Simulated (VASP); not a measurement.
Crystal: TaN.

```
CELL_PARAMETERS angstrom
2.92576 0.00000 0.00000
-1.46288 2.53378 0.00000
0.00000 0.00000 2.87295
ATOMIC_POSITIONS crystal
Ta 0.00000 0.00000 0.50000
N 0.66667 0.33333 0.00000
```

The cell comes from a database or a generator and needn't be the stable form of this composition.

Program: VASP 6.6.1. Alike in all runs: task single point; potentials or basis VASP PAW PBE potentials, release 64 (Ta_pv, N); no spin polarisation; cell as given; cutoff (eV) 520. Hardware: 1 thread of Intel(R) Xeon(R) Platinum 8488C (Sapphire Rapids) (shared host).

Order these runs on this cell by their wall time, lowest first.
A. level PBEsol; k mesh 24 × 24 × 22; smearing gaussian 0.1 eV
B. level PBEsol; k mesh 18 × 18 × 14; smearing gaussian 0.5 eV
C. level r2SCAN; k mesh 18 × 18 × 14; smearing gaussian 0.1 eV

B (100 s), A (250 s), C (560 s).
